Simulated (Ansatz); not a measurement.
AlGa₃As₄, ordered on the zincblende lattice (Amm2) with 8 atoms a cell, relaxed with r2SCAN. The symmetry is Amm2 (No. 38, orthorhombic); conventional cell a = 4.012 Å, b = 8.021 Å, c = 11.329 Å, 22.79 Å³ an atom. Around Al lie 4 As at 2.45 Å; around Ga lie 4 As at 2.45–2.46 Å; around As lie 2 Al at 2.45 Å and 2 Ga at 2.45 Å; around As lie 1 Al at 2.45 Å and 3 Ga at 2.45–2.46 Å; around As lie 4 Ga at 2.46 Å.

```cif
data_structure
_symmetry_space_group_name_H-M 'Amm2'
_symmetry_Int_Tables_number 38
_cell_length_a 4.0123
_cell_length_b 8.0206
_cell_length_c 11.3293
_cell_angle_alpha 90.000
_cell_angle_beta 90.000
_cell_angle_gamma 90.000
_cell_volume 364.59
loop_
_atom_site_label
_atom_site_type_symbol
_atom_site_symmetry_multiplicity
_atom_site_Wyckoff_symbol
_atom_site_fract_x
_atom_site_fract_y
_atom_site_fract_z
_atom_site_occupancy
Al1 Al 2 a 0.00000 0.50000 0.50040 1
Ga1 Ga 4 e 0.50000 0.25038 0.75001 1
Ga2 Ga 2 a 0.00000 0.50000 0.99969 1
As1 As 2 b 0.50000 0.50000 0.62469 1
As2 As 4 d 0.00000 0.24963 0.87513 1
As3 As 2 b 0.50000 0.50000 0.12495 1
```

The questions ask for values computed with Ansatz on this geometry. No magnetic order. The prototype was imposed, so other structures may be more stable.

(1) What gap does r2SCAN give, and where are the band edges?

(2) How does the gap change from r2SCAN to PBE+SOC (6×4×4)?

(3) What does HSE06 give for the gap (4×2×2 mesh)?

(4) Order these levels by the gap that they give, smallest first.
A. PBE0
B. r2SCAN
C. PBE
D. HSE06

(5) Roughly how does the cost of the PBE0 run (4×2×2) compare with r2SCAN's (6×4×4)?

## Answers

(1) r2SCAN gives a direct gap of 1.18 eV at Γ.

(2) With PBE+SOC the gap is 0.60 eV and direct, at Γ. Spin-orbit coupling itself accounts for -0.102 eV. The gap differs by -0.58 eV from r2SCAN's.

(3) HSE06 gives a direct gap of 1.60 eV at Γ. The gap differs by +0.42 eV from r2SCAN's.

(4) C (0.70 eV), B (1.18 eV), D (1.60 eV), A (2.24 eV).

(5) About 6 times as much (3 core-minutes against 28 core-seconds, on 4 threads of Intel(R) Xeon(R) 6975P-C (Granite Rapids), on a shared host).

Only the levels marked +SOC include spin-orbit coupling.

The meshes of the hybrids are coarse, so their gaps aren't converged to the digits shown.
